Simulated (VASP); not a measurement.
Runs of VASP 6.6.1 on ZnSiP2. The structure is tetragonal, space group I-42d (No. 122). The conventional cell has a = 5.373 Å, b = 5.373 Å, c = 10.460 Å, α = 90.00°, β = 90.00°, γ = 90.00°. Around Zn (site symmetry -4) lie 4 P at 2.36 Å. Around P (site symmetry 2) lie 2 Si at 2.25 Å and 2 Zn at 2.36 Å. Around Si (site symmetry -4) lie 4 P at 2.25 Å. The cell is a database's computed one.

| level | potentials or basis | gap on the mesh (eV) |
| --- | --- | --- |
| BLYP | VASP PAW PBE potentials, release 64 (Zn, P, Si) | 1.52 |
| PW91 | VASP PAW PBE potentials, release 64 (Zn, P, Si) | (b) |
| revPBE | VASP PAW PBE potentials, release 64 (Zn, P, Si) | (a) |
| AM05 | VASP PAW PBE potentials, release 64 (Zn, P, Si) | 1.26 |
| LDA | VASP PAW LDA potentials, release 64 (Zn, P, Si) | 1.19 |
| RPBE | VASP PAW PBE potentials, release 64 (Zn, P, Si) | 1.38 |
| PBEsol | VASP PAW PBE potentials, release 64 (Zn, P, Si) | 1.19 |

Alike in all rows: task band structure; no spin polarisation; cell as given; k mesh 5 × 5 × 5; cutoff (eV) 520; smearing fermi-dirac 0.05 eV.

Task: Fill in the values left out.

Result: (a) 1.36; (b) 1.32.

Runs at the PBE level aren't shown here.
